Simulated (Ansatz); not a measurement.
Equation of state of Co

```cif
data_structure
_symmetry_space_group_name_H-M 'P6_3/mmc'
_symmetry_Int_Tables_number 194
_cell_length_a 2.5190
_cell_length_b 2.5190
_cell_length_c 4.0910
_cell_angle_alpha 90.000
_cell_angle_beta 90.000
_cell_angle_gamma 120.000
_cell_volume 22.48
loop_
_atom_site_label
_atom_site_type_symbol
_atom_site_symmetry_multiplicity
_atom_site_Wyckoff_symbol
_atom_site_fract_x
_atom_site_fract_y
_atom_site_fract_z
_atom_site_occupancy
Co1 Co 2 c 0.33333 0.66667 0.25000 1
```

The runs use the primitive cell with vectors (2.519, 0.000, 0.000), (-1.260, 2.182, 0.000), (0.000, 0.000, 4.091) Å, to which the k mesh refers.

The cell comes from COD entry 9011615, which wasn't checked; take it as a given geometry. It differs from other determinations.

All numbers are computed: DFT, PBE, all-electron LAPW, scalar-relativistic (Ansatz 0.2.0); DFT, PBE, PAW with Ansatz's default frozen-core files, scalar-relativistic (Ansatz 0.2.0).

For LAPW: a Γ-centred 19×19×10 k mesh, Fermi–Dirac smearing of 0.05 eV, basis error target 0.5 meV/atom, spin-polarised from start moments Co1 2, Co2 2 μB. PAW takes a cutoff of 420 eV at this cell. The Ansatz runs share mesh, smearing and spin set-up. Plane-wave (PAW) pressures include the program's estimate of the Pulay term.

The cell above is scaled evenly, with fractional coordinates and shape held.

| V/V(cell) | V (Å³/atom) | P, LAPW (GPa) | P, PAW (GPa) | moment, LAPW (μB) |
| --- | --- | --- | --- | --- |
| 0.9400 | 10.566 | 6.12 | 6.22 | 3.18 |
| 0.9405 | 10.572 | 5.99 | 6.10 | 3.18 |
| 0.9600 | 10.791 | 1.34 | 1.44 | 3.22 |
| 0.9700 | 10.903 | -0.86 | -0.76 | 3.24 |
| 0.9800 | 11.016 | -2.93 | -2.84 | 3.26 |
| 0.9900 | 11.128 | -4.89 | -4.81 | 3.28 |
| 1.0000 | 11.241 | -6.74 | -6.66 | 3.29 |
| 1.0100 | 11.353 | -8.48 | -8.40 | 3.31 |
| 1.0200 | 11.465 | -10.12 | -10.05 | 3.32 |
| 1.0300 | 11.578 | -11.66 | -11.60 | 3.34 |
| 1.0400 | 11.690 | -13.13 | -13.06 | 3.35 |
| 1.0600 | 11.915 | -15.82 | -15.76 | 3.38 |

What do Birch–Murnaghan fits to the pressures give?

LAPW: V0 = 10.86 Å³/atom, B0 = 211 GPa, B0′ = 4.6; PAW: V0 = 10.86 Å³/atom, B0 = 211 GPa, B0′ = 4.6.

PAW's V0 lies 0.05 % from the all-electron value and its B0 0.0 %. With shape and internal coordinates held, B0 is an upper bound to the relaxed modulus.
